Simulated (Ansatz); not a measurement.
CsI:
```xyz
2
Lattice="4.5070 0.0000 0.0000 0.0000 4.5070 0.0000 0.0000 0.0000 4.5070" Properties=species:S:1:pos:R:3 pbc="T T T"
Cs     0.0000     0.0000     0.0000
I      2.2535     2.2535     2.2535
```

Relaxed with PBEsol. Special points in fractions of this cell's reciprocal vectors: Γ (0.000, 0.000, 0.000); X (0.000, 0.500, 0.000); M (0.500, 0.500, 0.000); R (0.500, 0.500, 0.500).

Question: List the band energies nearest the valence-band maximum at these points for DFT-PBEsol in the program Ansatz with PAW potentials.

Answer: In eV from the valence-band maximum; about four levels below and three above (degenerate sets whole), none deeper than 8.9 eV; points with the same levels are listed once.

```json
[
 {"k": "Γ", "below": "-6.97 -6.97 -6.97 -0.08 -0.08 -0.08", "above": "3.85 4.03 4.03"},
 {"k": "X", "below": "-6.90 -6.90 -1.69 -0.26 -0.26", "above": "5.11 6.52 6.60"},
 {"k": "M", "below": "-6.85 -0.89 -0.89 0.00", "above": "4.14 4.84 6.07 6.07"},
 {"k": "R", "below": "-7.26 -7.26 -7.26 -1.43 -1.43 -1.43", "above": "7.20 7.20 7.20"}
]
```

Space group Pm-3m (CsCl type). The PBEsol relaxation kept the symmetry of its start. Spin–orbit coupling is left out wherever it is not named.

Potentials: the later of the program's two PAW sets.
